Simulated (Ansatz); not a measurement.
## MgO (wurtzite) under strain

MgO built on the wurtzite prototype, relaxed with r2SCAN in Ansatz. The symmetry is P6_3mc (No. 186, hexagonal); conventional cell a = 3.288 Å, c = 5.034 Å, 11.79 Å³ an atom. Around Mg lie 4 O at 1.97–1.99 Å; around O lie 4 Mg at 1.97–1.99 Å.

The axes x, y and z are those of this cell:
```
CELL_PARAMETERS angstrom
3.28822 0.00000 0.00000
-1.64411 2.84768 0.00000
0.00000 0.00000 5.03437
ATOMIC_POSITIONS crystal
Mg 0.33333 0.66667 0.99016
Mg 0.66667 0.33333 0.49016
O 0.33333 0.66667 0.38484
O 0.66667 0.33333 0.88484
```

Unstrained: The PBE gap is direct at Γ: 3.556 eV. The r2SCAN gap is direct at Γ: 4.223 eV. The HSE06 gap is direct at Γ: 5.158 eV. Meshes: PBE 12×12×6, r2SCAN 12×12×6, HSE06 6×6×4. Strains are changes of length per length, and xy shears are angles. After each strain the atoms were relaxed again with r2SCAN within the symmetry that the strain leaves, so tilts or polar shifts that break it weren't tested; points keep the names that they have in the unstrained zone. Under uniaxial strain the other axes carry as much stress as the strained one: the cell is very soft in shear and may be mechanically unstable. The calculation is spin-unpolarised, and the structure need not be a phase that has been made.

Changes of the least gap in eV (an overlap counts as a negative gap):

| strain | volume change (%) | space group | PBE | r2SCAN | HSE06 | energy rise, r2SCAN (meV/atom) |
| --- | --- | --- | --- | --- | --- | --- |
| xy shear, engineering strain (angle) +3.0 % | 0.0 | P2_1 | -0.002 | -0.004 | -0.003 | 1.6 |
| epitaxial +1.5 % in the xy plane, free normal strain -3.62 % | -0.7 | P6_3mc | -0.162 | -0.168 | -0.175 | 1.5 |
| isotropic +3.0 % on every length | +9.3 | P6_3mc | -0.451 | -0.478 | -0.503 | 34.3 |
| uniaxial -2.0 % along z | -2.0 | P6_3mc | +0.031 | +0.032 | +0.036 | 1.7 |

Xy shear, engineering strain (angle) +3.0 %. HSE06: the gap goes from 5.158 to 5.155 eV (-0.003 eV). Stress change with r2SCAN, compression positive: xx -0.09, yy +0.10, zz -0.09, xy -1.48 GPa.

Epitaxial +1.5 % in the xy plane, free normal strain -3.62 %. HSE06: the gap goes from 5.158 to 4.983 eV (-0.175 eV). Stress change with r2SCAN, compression positive: xx -0.73, yy -0.73, zz -0.02 GPa.

Isotropic +3.0 % on every length. HSE06: the gap goes from 5.158 to 4.655 eV (-0.503 eV). Stress change with r2SCAN, compression positive: xx -10.02, yy -10.02, zz -8.04 GPa. For HSE06, dE_g/d ln V = -5.7 eV over this step.

Uniaxial -2.0 % along z, other directions held. HSE06: the gap goes from 5.158 to 5.194 eV (+0.036 eV). Stress change with r2SCAN, compression positive: xx +2.16, yy +2.16, zz +2.20 GPa.

The meshes of the hybrids are coarse, so their gaps aren't converged to the digits shown.
